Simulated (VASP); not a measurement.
# Se (R-3m) in VASP: notebook

Runs on Se. Level: PBEsol. Tasks: relaxation of cell and atoms.

Program: VASP 6.6.1. These are calculated values, not measurements. Logs are shortened: lines on timing, memory, paths and dates and some standing lists are left out, and cuts for length are marked.

### Step 1. The structure

It takes space group R-3m (No. 166, trigonal). Conventional cell: a = 3.839 Å, b = 3.839 Å, c = 2.787 Å, α = 90.00°, β = 90.00°, γ = 120.00°. Se (site symmetry -3m) has 6 Se at 2.40 Å as nearest neighbours.

This isn't the form of Se at room conditions, which is trigonal, of chains.

### Step 2. Relaxation of cell and atoms, PBEsol, target pressure 125 GPa, at which the enthalpy is minimised

The input, INCAR:

```
PREC     = Accurate       # precision mode
ENCUT    = 520            # plane-wave cutoff, eV
EDIFF    = 1E-7           # SCF threshold, eV
ISMEAR   = 0              # smearing method
SIGMA    = 0.1            # smearing width, eV
LREAL    = F              # projectors in reciprocal space
LASPH    = T              # aspherical terms in the spheres
NELM     = 60             # most SCF steps
ALGO     = Normal         # electronic algorithm
ISIF     = 3              # what is computed and relaxed
LWAVE    = F              # write WAVECAR
LCHARG   = F              # write CHGCAR
GGA      = PS             # functional
IBRION   = 2              # ionic algorithm
NSW      = 80             # ionic steps
EDIFFG   = -0.002         # ionic threshold
PSTRESS  = 1250.0
```

The input, KPOINTS:

```
regular mesh
0
Gamma
  6 6 6
```

The input, POSCAR:

```
Se                                      
1.0
    1.9194145509      1.1081745151      0.9290819224
   -1.9194145509      1.1081745151      0.9290819224
    0.0000000000     -2.2163490304      0.9290819224
  Se            
     1
Direct
     0.0000000000000000    0.0000000000000000    0.0000000000000000
```

Potentials or basis: VASP PAW PBE potentials, release 64 (Se).

Run with:

```
$ cat potpaw_PBE.64/Se/POTCAR > POTCAR
$ mpirun -np 1 vasp_std > vasp.out
```

OUTCAR:

```text
PREC = Accurate
   ENCUT = 520
   EDIFF = 1E-7
   ISMEAR = 0
   LREAL = F
   LASPH = T
   NELM = 60
   ISIF = 3
   GGA = PS
   IBRION = 2
   NSW = 80
   EDIFFG = -0.002
   PSTRESS = 1250.0

 ion  position               nearest neighbor table
   1  0.000  0.000  0.000-

  LATTYP: Found a trigonal (rhomboedric) cell.
 ALAT       =     2.4032053996
 COS(alpha) =    -0.2758093455

  Lattice vectors:

 A1 = (   1.9194145509,   1.1081745151,   0.9290819224)
 A2 = (  -1.9194145509,   1.1081745151,   0.9290819224)
 A3 = (   0.0000000000,  -2.2163490304,   0.9290819224)

Analysis of symmetry for initial positions (statically):
=====================================================================
 Subroutine PRICEL returns:
 Original cell was already a primitive cell.

 Routine SETGRP: Setting up the symmetry group for a
 trigonal (rhombohedral) supercell.

 Subroutine GETGRP returns: Found 12 space group operations
 (whereof 12 operations were pure point group operations)
 out of a pool of 12 trial point group operations.

The static configuration has the point symmetry D_3d.

Analysis of symmetry for dynamics (positions and initial velocities):
=====================================================================
 Subroutine PRICEL returns:
 Original cell was already a primitive cell.

 Routine SETGRP: Setting up the symmetry group for a
 trigonal (rhombohedral) supercell.

 Subroutine GETGRP returns: Found 12 space group operations
 (whereof 12 operations were pure point group operations)
 out of a pool of 12 trial point group operations.

The dynamic configuration has the point symmetry D_3d.

 Subroutine INISYM returns: Found 12 space group operations
 (whereof 12 operations are pure point group operations),
 and found     1 'primitive' translations

----------------------------------------------------------------------------------------

                                     Primitive cell

  volume of cell :      11.8572

  direct lattice vectors                    reciprocal lattice vectors
     1.919414551  1.108174515  0.929081922     0.260496098  0.150397491  0.358777117
    -1.919414551  1.108174515  0.929081922    -0.260496098  0.150397491  0.358777117
     0.000000000 -2.216349030  0.929081922     0.000000000 -0.300794982  0.358777117

  length of vectors
     2.403205400  2.403205400  2.403205410     0.468186546  0.468186546  0.468186545

  position of ions in fractional coordinates (direct lattice)
     0.000000000  0.000000000  0.000000000

  ion indices of the primitive-cell ions
   primitive index   ion index
                 1           1

----------------------------------------------------------------------------------------

 KPOINTS: regular mesh

Automatic generation of k-mesh.
 Grid dimensions read from file:
 generate k-points for:    6    6    6

 Generating k-lattice:

  Cartesian coordinates                     Fractional coordinates (reciprocal lattice)
     0.043416016  0.025066248  0.059796186     0.166666667  0.000000000  0.000000000
    -0.043416016  0.025066248  0.059796186     0.000000000  0.166666667  0.000000000
     0.000000000 -0.050132497  0.059796186     0.000000000  0.000000000  0.166666667

  Length of vectors
     0.078031091  0.078031091  0.078031091

  Shift w.r.t. Gamma in fractional coordinates (k-lattice)
     0.000000000  0.000000000  0.000000000

 Subroutine IBZKPT returns following result:
 ===========================================

 Found     32 irreducible k-points:

 Following reciprocal coordinates:
            Coordinates               Weight
  0.000000  0.000000  0.000000      1.000000
  0.166667  0.000000  0.000000      6.000000
  0.333333 -0.000000 -0.000000      6.000000
  0.500000  0.000000  0.000000      3.000000
  0.166667  0.166667  0.000000      6.000000
  0.333333  0.166667  0.000000     12.000000
[... 16 lines left out ...]
  0.500000  0.500000  0.166667      6.000000
 -0.333333  0.500000  0.166667     12.000000
 [... further k-points ...]
   k-points           NKPTS =     32   k-points in BZ     NKDIM =     32   number of bands    NBANDS=      7
   number of dos      NEDOS =    301   number of ions     NIONS =      1
   total plane-waves  NPLWV =   5832
   dimension x,y,z NGX =    18 NGY =   18 NGZ =   18
   dimension x,y,z NGXF=    36 NGYF=   36 NGZF=   36
   ions per type =               1
   NGX,Y,Z   is equivalent  to a cutoff of  12.45, 12.45, 12.45 a.u.
   NGXF,Y,Z  is equivalent  to a cutoff of  24.90, 24.90, 24.90 a.u.
 SYSTEM =  unknown system
   PREC   = accura    normal or accurate (medium, high low for compatibility)
   ISTART =      0    job   : 0-new  1-cont  2-samecut
   ICHARG =      2    charge: 1-file 2-atom 10-const
   ISPIN  =      1    spin polarized calculation?
   LNONCOLLINEAR =      F non collinear calculations
   LSORBIT =      F    spin-orbit coupling
   LASPH  =      T    aspherical Exc in radial PAW
   ENCUT  =  520.0 eV  38.22 Ry    6.18 a.u.   4.47  4.47  4.47*2*pi/ulx,y,z
   NELM   =     60;   NELMIN=  2; NELMDL= -5     # of ELM steps
   EDIFF  = 0.1E-06   stopping-criterion for ELM
   LREAL  =      F    real-space projection
   EDIFFG = -.2E-02   stopping-criterion for IOM
   NSW    =     80    number of steps for IOM
   IBRION =      2    ionic relax: 0-MD 1-quasi-New 2-CG
   NFREE  =      1    steps in history (QN), initial steepest desc. (CG)
   ISIF   =      3    stress and relaxation
   ISYM   =      2    0-nonsym 1-usesym 2-fastsym
   POTIM  = 0.5000    time-step for ionic-motion
   TEBEG  =    0.0;   TEEND  =   0.0 temperature during run
   PSTRESS= 1250.0 pullay stress
   NELECT =       6.0000    total number of electrons
   NUPDOWN=      -1.0000    fix difference up-down
   EMIN   =  10.00;   EMAX   =-10.00  energy-range for DOS
   EFERMI =   0.00;   METHOD = LEGACY
   ISMEAR =     0;   SIGMA  =   0.10  broadening in eV -4-tet -1-fermi 0-gaus
   EFERMI_NEDOS =   21; number of points for ismear=-14 and -15
   IALGO  =     38    algorithm
   IMIX   =      4    mixing-type and parameters
     AMIX     =   0.40;   BMIX     =  1.00
     AMIX_MAG =   1.60;   BMIX_MAG =  1.00
  volume/ion in A,a.u.               =      11.86        80.02
  Fermi-wavevector in a.u.,A,eV,Ry     =   1.304561  2.465264 23.155488  1.701880
  Thomas-Fermi vector in A             =   2.435489
   LORBIT       =      0    0 simple, 1 ext, 2 COOP (PROOUT), +10 PAW based schemes
   GGA     = PS    functional components
   LHFCALC =     F    Hartree Fock is set to
   AEXX    =    0.0000 exact exchange contribution
   IVDW    =     0    specifies the selected vdW correction
   LEPSILON=     F    determine dielectric tensor
   LRPA    =     F    only Hartree local field effects (RPA)
 conjugate gradient relaxation of ions
 non-spin polarized calculation
 Gauss-broadening in eV      SIGMA  =   0.10
  energy-cutoff  :      520.00
  volume of cell :       11.86
 maximum number of plane-waves:       330
 NGX is ok and might be reduce to    18
   NGX =  9   NGY =  9   NGZ =  9

 number of electron       5.9999997 magnetization

 Free energy of the ion-electron system (eV)
  ---------------------------------------------------
  ext. energy  EPLUGINS =         0.00000000
  ---------------------------------------------------
  free energy    TOTEN  =        -1.62731322 eV

  energy without entropy =       -1.62440185  energy(sigma->0) =       -1.62585753

 E-fermi :  13.9095     XC(G=0): -13.2643

 val. band max:       13.8823684116   @ k =  -0.1667   0.1667   0.1667
 cond. band min:      13.9367050395   @ k =   0.5000   0.3333   0.3333
 fundamental gap:      0.0543366280
 Fermi energy:        13.9095367303

 k-point     1 :       0.0000    0.0000    0.0000
  band No.  band energies     occupation
      1      -9.1359      2.00000
      2      18.3504      0.00000
      3      20.8664      0.00000
      4      20.8664      0.00000
      5      25.2260      0.00000
      6      25.2260      0.00000
      7      28.4406      0.00000

 k-point     2 :       0.1667    0.0000    0.0000
  band No.  band energies     occupation
      1      -8.2479      2.00000
      2      13.3345      2.00000
      3      18.1598      0.00000
      4      19.8717      0.00000
      5      25.0855      0.00000
      6      26.9885      0.00000
      7      30.1765      0.00000

 k-point     3 :       0.3333   -0.0000   -0.0000
  band No.  band energies     occupation
      1      -5.6399      2.00000
      2       5.8115      2.00000
      3      16.5763      0.00000
      4      18.8124      0.00000
      5      22.9237      0.00000
      6      24.4111      0.00000
      7      34.0600      0.00000

 k-point     4 :       0.5000    0.0000    0.0000
  band No.  band energies     occupation
      1      -2.6127      2.00000
      2       1.0578      2.00000
      3      15.9923      0.00000
      4      18.5254      0.00000
      5      21.8140      0.00000
      6      23.4386      0.00000
      7      37.8378      0.00000

 k-point     5 :       0.1667    0.1667    0.0000
  band No.  band energies     occupation
      1      -6.7184      2.00000
      2      10.7673      2.00000
      3      11.7155      2.00000
      4      17.3981      0.00000
      5      26.6796      0.00000
      6      28.9783      0.00000
      7      32.7726      0.00000

 k-point     6 :       0.3333    0.1667    0.0000
  band No.  band energies     occupation
      1      -3.6012      2.00000
      2       4.2456      2.00000
      3      10.6470      2.00000
      4      16.7455      0.00000
      5      25.1219      0.00000
      6      29.6922      0.00000
      7      32.7501      0.00000

 k-point     7 :       0.5000    0.1667   -0.0000
  band No.  band energies     occupation
      1      -2.6384      2.00000
      2       2.7393      2.00000
      3      11.7262      2.00000
      4      17.4414      0.00000
      5      24.0060      0.00000
      6      28.4383      0.00000
      7      32.9164      0.00000
[... 121 lines left out ...]
 k-point    20 :       0.5000    0.3333    0.1667
  band No.  band energies     occupation
      1      -1.4270      2.00000
      2       5.2670      2.00000
      3      10.3554      2.00000
      4      13.5280      2.00000
      5      20.1455      0.00000
      6      26.0270      0.00000
      7      31.6353      0.00000

 k-point    21 :      -0.3333    0.3333    0.1667
  band No.  band energies     occupation
      1      -3.8081      2.00000
      2       8.9087      2.00000
      3      11.5678      2.00000
      4      15.4987      0.00000
      5      19.9505      0.00000
      6      23.1775      0.00000
      7      30.3537      0.00000

 k-point    22 :      -0.1667    0.3333    0.1667
  band No.  band energies     occupation
      1      -4.5378      2.00000
      2       6.8195      2.00000
      3      12.8588      2.00000
      4      16.2010      0.00000
      5      23.3877      0.00000
      6      27.6771      0.00000
      7      30.3989      0.00000

 k-point    23 :       0.5000    0.5000    0.1667
  band No.  band energies     occupation
      1       0.8286      2.00000
      2       2.6828      2.00000
      3      10.1575      2.00000
      4      15.4101      0.00000
      5      19.8510      0.00000
      6      25.2877      0.00000
      7      25.9816      0.00000

 k-point    24 :      -0.3333    0.5000    0.1667
  band No.  band energies     occupation
      1      -0.4982      2.00000
      2       4.4505      2.00000
      3       7.8491      2.00000
      4      16.6061      0.00000
      5      22.0040      0.00000
      6      25.6312      0.00000
      7      28.1811      0.00000

 [... further k-points ...]
[... 5 lines left out ...]
  --------------------------------------------------------------------------------------
  -------------------------------------------------------------------------------------
  Total        9.2502493      9.2502494      9.2511095      0.0000000     -0.0000000      0.0000000
  in kB     1249.9188495   1249.9188664   1250.0350817      0.0000000     -0.0000001      0.0000000
  external PRESSURE =      -0.0424008 kB  Pullay stress =    1250.0000000 kB

 VOLUME and BASIS-vectors are now :
 -----------------------------------------------------------------------------
  energy-cutoff  :      520.00
  volume of cell :       11.86
      direct lattice vectors                 reciprocal lattice vectors
     1.919414551  1.108174515  0.929081922     0.260496098  0.150397491  0.358777117
    -1.919414551  1.108174515  0.929081922    -0.260496098  0.150397491  0.358777117
     0.000000000 -2.216349030  0.929081922     0.000000000 -0.300794982  0.358777117

 POSITION                                       TOTAL-FORCE (eV/Angst)
 -----------------------------------------------------------------------------------
      0.00000      0.00000      0.00000        -0.000000     -0.000000      0.000000
 -----------------------------------------------------------------------------------
    total drift:                               -0.000000      0.000000      0.000000

  FREE ENERGIE OF THE ION-ELECTRON SYSTEM (eV)
  ---------------------------------------------------
  free  energy   TOTEN  =        -1.6273132159 eV

  energy  without entropy=       -1.6244018499  energy(sigma->0) =       -1.62585753

  enthalpy is  TOTEN    =         7.6235366363 eV   P V=        9.2508498523

 reached required accuracy - stopping structural energy minimisation
```

Run time: 2.8 s. Hardware: 1 thread of Intel Xeon Platinum 8488C (Sapphire Rapids), shared host; peak memory 0.11 GiB.

Results:

| Property | Result |
| --- | --- |
| Free energy | -1.6273 eV |
| Pressure after relaxing | 125.0 GPa |
| Band gap on the k mesh | none (metal or under the smearing width) |

Final structure:
```cif
data_structure
_symmetry_space_group_name_H-M 'P 1'
_symmetry_Int_Tables_number 1
_cell_length_a 2.4032
_cell_length_b 2.4032
_cell_length_c 2.4032
_cell_angle_alpha 106.010
_cell_angle_beta 106.010
_cell_angle_gamma 106.010
_cell_volume 11.86
loop_
_atom_site_label
_atom_site_type_symbol
_atom_site_fract_x
_atom_site_fract_y
_atom_site_fract_z
_atom_site_occupancy
Se1 Se 0.00000 0.00000 0.00000 1
```

Caveat: the k mesh is coarse (spacing up to 0.49 Å⁻¹), so the values aren't converged; the relaxation stopped at its first step, so nothing moved; the cell is relaxed towards a set pressure, so the enthalpy falls and the energy may rise; the PAW data sets were made with another functional, which shifts forces and pressure a little.

### Step 3. Relaxation of cell and atoms, PBEsol, target pressure 75 GPa, at which the enthalpy is minimised

Edit INCAR of step 2 so:

```diff
@@ -16,2 +16,2 @@
 EDIFFG   = -0.002         # ionic threshold
-PSTRESS  = 1250.0
+PSTRESS  = 750.0
```

KPOINTS is that of step 2.

POSCAR is that of step 2.

Potentials or basis: VASP PAW PBE potentials, release 64 (Se).

Run with:

```
$ cat potpaw_PBE.64/Se/POTCAR > POTCAR
$ mpirun -np 1 vasp_std > vasp.out
```

It took 16 s on 1 thread of Intel Xeon Platinum 8488C (Sapphire Rapids), shared host; peak memory 0.12 GiB.

Results (log left out):

| Quantity | Value |
| --- | --- |
| Free energy | -2.5351 eV |
| Relaxed volume | 13.35 Å³/atom |
| Relaxed cell | a = 2.486 Å, b = 2.486 Å, c = 2.486 Å, α = 105.29°, β = 105.29°, γ = 105.29° |
| Space group after relaxing (to 0.05 Å) | R-3m (No. 166) |
| Energy change on relaxing (the enthalpy is what falls) | -907.8 meV/atom |
| Ionic steps | 13 |
| Pressure after relaxing | 75.0 GPa |
| Band gap on the k mesh | none (metal or under the smearing width) |

Step by step:
```csv
step,energy change (eV),largest force (eV/Å),pressure (GPa),volume (Å³)
1,0.0000,0.0000,125.00,11.86
2,-1.8673,0.0000,-0.85,19.41
3,-0.9863,0.0000,68.15,13.55
4,-0.8809,0.0000,74.13,13.31
5,-0.8655,0.0000,74.99,13.28
6,-0.9013,0.0000,75.40,13.33
7,-0.9011,0.0000,75.40,13.33
8,-0.9006,0.0000,75.41,13.33
9,-0.9259,0.0000,73.91,13.38
10,-0.9076,0.0000,75.00,13.34
11,-0.9077,0.0000,74.99,13.34
12,-0.9078,0.0000,75.00,13.35
13,-0.9078,0.0000,75.00,13.35
```

Final structure:
```cif
data_structure
_symmetry_space_group_name_H-M 'P 1'
_symmetry_Int_Tables_number 1
_cell_length_a 2.4859
_cell_length_b 2.4859
_cell_length_c 2.4859
_cell_angle_alpha 105.290
_cell_angle_beta 105.290
_cell_angle_gamma 105.290
_cell_volume 13.35
loop_
_atom_site_label
_atom_site_type_symbol
_atom_site_fract_x
_atom_site_fract_y
_atom_site_fract_z
_atom_site_occupancy
Se1 Se 0.00000 0.00000 0.00000 1
```

Levels at points of the mesh, in eV from the Fermi level:
```
           k point  band 1  band 2  band 3  band 4  band 5  band 6  band 7
(0.00, 0.00, 0.00)  -21.15    3.55    5.94    5.94   10.82   10.82   13.68
(0.50, 0.00, 0.00)  -15.72  -11.29    2.20    4.45    8.29    9.49   22.99
(0.50, 0.50, 0.00)  -13.09  -10.50   -2.72    3.56    5.03   10.68   19.01
(0.50, 0.50, 0.50)   -8.46   -6.04   -6.04   -3.28    1.87    1.87   19.03
```

Caveat: the k mesh is coarse (spacing up to 0.49 Å⁻¹), so the values aren't converged; the cell is relaxed towards a set pressure, so the enthalpy falls and the energy may rise; the PAW data sets were made with another functional, which shifts forces and pressure a little.
